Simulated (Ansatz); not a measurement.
Runs of Ansatz 0.2.0 on BaTiO3. It takes space group P4mm (No. 99, tetragonal). Conventional cell: a = 4.000 Å, b = 4.000 Å, c = 4.018 Å, α = 90.00°, β = 90.00°, γ = 90.00°. Around Ba (site symmetry 4mm) lie 12 O at 2.79 to 2.88 Å. Ti (site symmetry 4mm) is surrounded by 6 O at 1.89 to 2.13 Å. O (site symmetry 2mm) is surrounded by 2 Ti at 2.00 Å. Around O (site symmetry 4mm) lie 2 Ti at 1.89 to 2.13 Å. 

```tsv
task	level	potentials or basis	U	cell	cutoff (eV)	basis error allowed	gap on the mesh (eV)	pressure (GPa)	largest force (eV/Å)
band structure	PBE	all-electron PAW datasets made for the crystal	-	as given	580	-	1.92	2.4	0.31
projected density of states	PBEsol	all-electron LAPW, scalar-relativistic	-	as given	400	0.002 eV/atom	1.88	-3.8	0.36
band structure	PBE	all-electron LAPW, non-relativistic	-	as given	400	0.002 eV/atom	1.89	3.3	0.31
projected density of states	PBEsol+U	all-electron LAPW, scalar-relativistic	Ti d U = 4 eV	as given	400	0.002 eV/atom	2.34	-2.5	(b)
band structure	BLYP	all-electron LAPW, scalar-relativistic	-	as given	400	0.002 eV/atom	1.95	(a)	0.24
band structure	PBE	all-electron LAPW, scalar-relativistic	-	strain_shear_xy = 0	400	0.002 eV/atom	1.92	2.4	0.31
band structure	revPBE	all-electron LAPW, scalar-relativistic	-	as given	400	0.002 eV/atom	1.95	5.5	0.31
band structure	RPBE	all-electron LAPW, scalar-relativistic	-	as given	399	0.002 eV/atom	1.96	6.7	0.30
```

Alike in all rows: no spin polarisation; k mesh 7 × 7 × 7; smearing fermi-dirac 0.05 eV.

Q: Estimate the missing entries.

A: (a) 8.1; (b) 0.16.

Caveats: spin-orbit coupling is left out, which moves the levels of the heavy elements; the mesh misses the band edges, which the band path finds closer together; relativity is left out, which matters for the heavier elements (some runs); U is the effective U less J, on atomic orbitals that reach past the spheres (some runs).

A k mesh can miss the band edges, and the runs leave out spin-orbit coupling on Ba.

The runs don't all hold the same shells in valence.
